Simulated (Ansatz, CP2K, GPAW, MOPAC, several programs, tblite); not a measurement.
# Be2C: cheap methods against density-functional theory

Aim: run Be2C through methods of unlike cost and see what each gets, and at what price.

Method: no spin polarisation, static lattice; gaps from single points on the cell relaxed beforehand with r²SCAN, in MOPAC, tblite, CP2K, GPAW, Ansatz (versions at each run).

**1. Starting point**

Symmetry: Fm-3m, No. 225, cubic system. Conventional cell: a = 4.321 Å, b = 4.321 Å, c = 4.321 Å, α = 90.00°, β = 90.00°, γ = 90.00°. Around C (site symmetry m-3m) lie 8 Be at 1.87 Å. Around Be (site symmetry -43m) lie 4 C at 1.87 Å.

Coordinates:

```
CELL_PARAMETERS angstrom
0.00000 2.16049 2.16049
2.16049 0.00000 2.16049
2.16049 2.16049 0.00000
ATOMIC_POSITIONS crystal
C 0.00000 0.00000 0.00000
Be 0.25000 0.25000 0.25000
Be 0.75000 0.75000 0.75000
```

The structure type (antifluorite) is imposed and need not be the compound's stable one.

**Question.** The methods are PM6, PM7, GFN1-xTB (tblite), GFN2-xTB (tblite), PBE/DZVP, PBE/single-zeta, PBE/SZV, coarse PBE, GLLB-SC, PBE, r2SCAN. What gap does r2SCAN give on this cell, and which other methods (full PBE left aside) come nearest to r2SCAN and farthest in gap, volume and bulk modulus?

| quantity | value |
| --- | --- |
| r2SCAN | gap 1.53 eV, 6.72 Å³/atom, B₀ 207 GPa |
| gap: nearest and farthest of the other methods | coarse PBE, GLLB-SC (about 0.47 eV off); PM6 (+9.59 eV) |
| volume: nearest and farthest of the other methods | PBE/DZVP (+1.6 %), GFN2-xTB (tblite) (+3.2 %) |
| bulk modulus: nearest and farthest of the other methods | GFN2-xTB (tblite) (-4 %), PBE/DZVP (-8 %) |

What this shows: For the gap (full PBE left aside), coarse PBE, GLLB-SC tie for nearest to r2SCAN; PM6 is farthest. Among the 2 methods compared for the volume (full PBE left aside), PBE/DZVP is nearest to r2SCAN and GFN2-xTB (tblite) farthest. For the bulk modulus, of the 2 methods compared (full PBE left aside), GFN2-xTB (tblite) comes nearest to r2SCAN and PBE/DZVP is farthest. A minimal basis or a coarse cutoff and mesh shifts results by its own error, so closeness to r2SCAN can be chance. Cluster runs see only the k-points that fold onto the zone centre, so their gaps can miss the band edges. GLLB-SC is compared with its derivative discontinuity added. No volume is given for PM6, PM7, GFN1-xTB (tblite), PBE/single-zeta, PBE/SZV, coarse PBE, which can hide a larger miss. Overlaps count as a gap of zero in the misses; they are PBE/SZV -1.52 eV. CPU times run from 0.33 s (coarse PBE) to 21 s (PBE/DZVP). On this cell PM6, PM7, GFN1-xTB (tblite), GFN2-xTB (tblite), PBE/DZVP, PBE/single-zeta, PBE/SZV, GLLB-SC cost more than r2SCAN itself (1.7 s), so they are no saving here. PBE/SZV disagrees with r2SCAN even on whether there is a gap. r2SCAN is a yardstick, not the truth: it usually gives gaps below the measured ones.
